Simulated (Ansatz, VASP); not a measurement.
One calculation of Sr, two programs

File POSCAR:

```
Sr
1.0
    3.9109942844      0.0000000000      0.0000000000
    0.0000000000      3.9109942844      0.0000000000
    0.0000000000      0.0000000000      3.9109942844
Sr
1
Direct
    0.0000000000      0.0000000000      0.0000000000
```

Contents of INCAR.step1:

```
  PREC = Accurate
  ENCUT = 520
  ISMEAR = 0
  SIGMA = 0.1
  LREAL = False
  LASPH = True
  NELM = 100
  NBANDS = 11
  GGA = PE
  ALGO = Normal
  EDIFF = 1E-4
  LWAVE = True
  LCHARG = False
```

The input INCAR.step2:

```
  PREC = Accurate
  ENCUT = 520
  EDIFF = 1E-7
  ISMEAR = 0
  SIGMA = 0.1
  LREAL = False
  LASPH = True
  NELM = 100
  ALGO = Normal
  ISIF = 2
  LWAVE = False
  LCHARG = False
  METAGGA = R2SCAN
  LMIXTAU = True
  NBANDS = 11
  ISTART = 1
```

KPOINTS

```
regular mesh
0
Gamma
  6 6 6
```

Input for Ansatz:

```yaml
crystal:
  lattice:
    - [3.9109942844, 0.0, 0.0]
    - [0.0, 3.9109942844, 0.0]
    - [0.0, 0.0, 3.9109942844]
  atoms:
    - { symbol: Sr, position: [0.0, 0.0, 0.0] }
basis:
  ecutwfc: 500
kpoints:
  mp_grid: { grid: [6, 6, 6] }
hamiltonian:
  xc: r2scan
scf:
  occupations: { method: gaussian, width: 0.1 }
  lower_state_search: "off"
output:
  forces: true
  stress: true
  eigenvalues: true
```

Alike in both runs: task single point; functional r2SCAN; k mesh 6 × 6 × 6; occupations gaussian, width 0.1 eV; no spin polarisation.

```csv
,VASP,Ansatz
version,VASP 6.6.1,Ansatz 0.2.0
potentials or method,"VASP PAW PBE potentials, release 64 (Sr_sv)","scalar-relativistic, plane waves, PAW"
plane-wave cutoff (eV),520,500
valence electrons in the cell,10,10
```

|  | VASP | Ansatz | Ansatz less VASP |
| --- | --- | --- | --- |
| gap on the k mesh at the Fermi level (eV) | none | none | - |
| pressure (GPa) | -0.3 | -0.3 | -0.01 |

A gap of «none» marks a metal or a gap that the smearing closes. The functional is the same, so the differences come from potentials, cutoffs and numerics.

Caveats: the PAW data sets were made with another functional, which shifts forces and pressure a little (VASP).
